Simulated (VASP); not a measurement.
The system is BAs.

```
B As
1.0
     0.00000    2.38890    2.38890
     2.38890    0.00000    2.38890
     2.38890    2.38890    0.00000
B As
1 1
Direct
  0.00000 0.00000 0.00000
  0.25000 0.25000 0.25000
```

The cell was built by a generator and needn't be a form met in nature.

Base run:

| Item | Value |
| --- | --- |
| Program | VASP 6.6.1 |
| Functional | PBE |
| Potentials or basis | VASP PAW PBE potentials, release 64 (B, As) |
| Cutoff | 520 eV |
| k mesh | 10 × 10 × 10 |
| Occupations | gaussian, width 0.02 eV |
| Spin | no spin polarisation |

Its results: band gap on the k mesh 1.18 eV, indirect (least direct gap 3.28 eV); pressure 3.4 GPa.

Question: After a change of settings the same cell gave: band gap on the k mesh 1.85 eV, indirect (least direct gap 4.13 eV); pressure -0.7 GPa. Which change was it?
A. functional from PBE to LDA; potentials or basis from VASP PAW PBE potentials, release 64 (B, As) to VASP PAW LDA potentials, release 64 (B, As)
B. functional from PBE to PBEsol
C. functional from PBE to HSE06
D. k mesh from 10 × 10 × 10 to 5 × 5 × 5

Answer: C.

HSE06 gives the wider gap, since exact exchange removes part of the self-interaction.

Caveats: the PAW data sets were made with another functional, which shifts forces and pressure a little (some runs).

Not every run made on this cell is shown here.
